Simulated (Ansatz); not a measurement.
**Ti: levels along high-symmetry lines**

```
Ti
1.0
     2.64046    0.00000    0.00000
     0.00000    2.64046    0.00000
     0.00000    0.00000    2.64046
Ti
1
Direct
  0.00000 0.00000 0.00000
```

The conventional cell has a = 2.640 Å, b = 2.640 Å, c = 2.640 Å, α = 90.00°, β = 90.00°, γ = 90.00°. Ti (atom 1) is surrounded by 6 Ti at 2.64 Å.

The cell was built from the sc type and relaxed in the same program, and has space group Pm-3m; it needn't be a known or the stable phase.

Method: Ansatz 0.2.0, DFT, PBE, all-electron LAPW, scalar-relativistic.

Numerical set-up: a Γ-centred 15×15×15 k mesh, Fermi–Dirac smearing of 0.05 eV, basis error target 0.5 meV/atom, no spin polarisation.

Points in fractions of the reciprocal vectors of this cell: Γ (0, 0, 0), X (0, 0.5, 0), M (0.5, 0.5, 0), R (0.5, 0.5, 0.5). The path joins them by straight lines in the order Γ–X–M–Γ–R–X–R–M; legs that retrace an earlier one aren't tabulated. Energies are in eV from the Fermi level.

Problem. List the levels at R between -20 and 1.5 eV.

Solution. -1.14 (×3).

Problem. List the levels at M between -20 and 1.5 eV.

Solution. -2.65, -0.09.

Problem. List the levels at Γ between -20 and 1.5 eV.

Solution. -5.66, -1.27 (×2).

Problem. What is the band gap?

Solution. none: bands cross the Fermi level, a metal.
